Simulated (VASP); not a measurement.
## TlCl: equation of state with PBE

TlCl:

```
Tl Cl
1.0
     3.83400    0.00000    0.00000
     0.00000    3.83400    0.00000
     0.00000    0.00000    3.83400
Tl Cl
1 1
Cartesian
  0.0000 0.0000 0.0000
  1.9170 1.9170 1.9170
```

```json
{"Program": "VASP 6.6.1", "Task": "equation of state", "Functional": "PBE", "Potentials or basis": "VASP PAW PBE potentials, release 64 (Tl_d, Cl)", "Cutoff": "520 eV", "k mesh": "7 × 7 × 7", "Occupations": "fermi-dirac, width 0.05 eV", "Spin": "no spin polarisation"}
```

- Equilibrium volume: 29.65 Å³/atom
- Bulk modulus: 22 GPa
- Pressure derivative of the bulk modulus: 5.1

Energy against volume, from the lowest point:
```
volume (Å³/atom)  energy (meV/atom)
          26.488              29.16
          27.052              18.83
          27.615              11.04
          28.179               5.48
          28.743               1.95
          29.306               0.18
          29.870               0.00
```

All runs of the series together: 64 s on 1 thread of AMD EPYC 9R45 (Zen 5), with other jobs on the host.

Spin-orbit coupling is left out, which matters for the levels of Tl. Zero-point motion and thermal expansion aren't in these numbers.
